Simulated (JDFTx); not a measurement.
AlFe:

```
Fe Al
1.0
     2.91000    0.00000    0.00000
     0.00000    2.91000    0.00000
     0.00000    0.00000    2.91000
Fe Al
1 1
Direct
  0.50000 0.50000 0.50000
  0.00000 0.00000 0.00000
```

```yaml
Program: JDFTx 1.7.0 (patched build)
Task: relaxation of cell and atoms
Functional: PBE
Potentials_or_basis: PseudoDojo-SR-PBE-0.5-standard with smoothed tails
Cutoff: 1225 eV
Density_cutoff: 9796 eV
k_mesh: 4 × 4 × 4
Occupations: fermi-dirac, width 0.05 eV
Spin: collinear spin, ferromagnetic start
Starting_moments: "[3.0, 0.0] μB"
```

At the start: pressure -7.4 GPa; volume 12.32 Å³/atom.

Question: Where does the relaxation end?

Answer: Over 5 steps the energy falls by 13.1 meV/atom and the volume is 11.78 Å³/atom (-4.4 %); space group Pm-3m (No. 221, to 0.05 Å); moment 0.50 μB per cell.

The path:
```csv
step,energy change (eV),largest force (eV/Å),pressure (GPa),volume (Å³)
1,0.0000,0.0000,-7.44,24.64
2,-0.0124,0.0000,-5.49,24.34
3,-0.0261,0.0000,0.02,23.55
4,-0.0261,0.0000,-0.01,23.55
5,-0.0261,0.0000,0.00,23.55
```

Final structure:
```yaml
crystal:
  lattice:
    - [2.86651, 0.00000, 0.00000]
    - [0.00000, 2.86651, 0.00000]
    - [0.00000, 0.00000, 2.86651]
  atoms:
    - { symbol: Fe, position: [0.50000, 0.50000, 0.50000] }
    - { symbol: Al, position: [0.00000, 0.00000, 0.00000] }
```

Caveat: the k mesh is coarse (spacing up to 0.54 Å⁻¹), so the values aren't converged.
